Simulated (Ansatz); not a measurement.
Base system: BeO in the wurtzite structure (space group P6_3mc, No. 186; a = 2.6905 Å, c = 4.3699 Å).

Calculations: r2SCAN (Ansatz, a first-principles code), no spin-orbit coupling.

Carriers are added at fixed cell with a uniform background; the Fermi–Dirac width is that of 300 K.

One change was made to it. Results:

The gap between the host's bands increases by 0.04 eV, from 8.55 eV to 8.59 eV; the Fermi level relative to the doped band's edge (positive inside the band; to 0.05 eV) is +0.15 eV; the gap character is still direct at Γ.

Task: Which of these changes matches the shifts?
A. holes 1.0×10^22 cm⁻³
B. electrons 1.5×10^21 cm⁻³
C. holes 1.5×10^21 cm⁻³
D. holes 5.0×10^21 cm⁻³
E. electrons 1.0×10^22 cm⁻³

Result: C, holes 1.5×10^21 cm⁻³. For comparison, the gap between the host's bands in the other runs: holes 1.0×10^22 cm⁻³ gives 8.82 eV; electrons 1.5×10^21 cm⁻³ gives 8.53 eV; holes 5.0×10^21 cm⁻³ gives 8.68 eV; electrons 1.0×10^22 cm⁻³ gives 8.41 eV.

Carriers are added with a uniform compensating background; total energy and stress of such cells depend on the potential's zero and are not compared; many-body gap narrowing is missing at this level. No phonon test of stability was made.
